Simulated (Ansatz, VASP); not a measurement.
**KBr: VASP beside Ansatz**

```
K Br
1.0
     0.00000    3.53687    3.40587
     3.53687    0.00000    3.40587
     3.53687    3.53687    0.00000
K Br
1 1
Direct
  0.00000 0.00000 0.00000
  0.50000 0.50000 0.50000
```

Change from the starting cell: strain +0.080 along x and y, +0.040 along z, atoms carried along.

Alike in both runs: task single point; functional PBEsol; k mesh 6 × 6 × 6; occupations gaussian, width 0.05 eV; no spin polarisation.

|  | VASP | Ansatz |
| --- | --- | --- |
| version | VASP 6.6.1 | Ansatz 0.2.0 |
| potentials or method | VASP PAW PBE potentials, release 64 (K_sv, Br) | scalar-relativistic, plane waves, PAW |
| plane-wave cutoff (eV) | 520 | 420 |
| valence electrons in the cell | 16 | 16 |

VASP gave:

| Property | Result |
| --- | --- |
| gap on the k mesh at the Fermi level (eV) | 3.91 |
| least direct gap on the mesh (eV) | 3.91 |
| pressure (GPa) | -1.8 |
| largest component of the traceless stress (GPa) | 0.24 |

**Question.** Estimate Ansatz's values.

**Answer.** gap on the k mesh at the Fermi level (eV): 3.91; least direct gap on the mesh (eV): 3.91; pressure (GPa): -1.8; largest component of the traceless stress (GPa): 0.23.

With one functional, cell and mesh, what is left measures potentials, basis and numerics.

Caveats: the PAW data sets were made with another functional, which shifts forces and pressure a little (VASP).
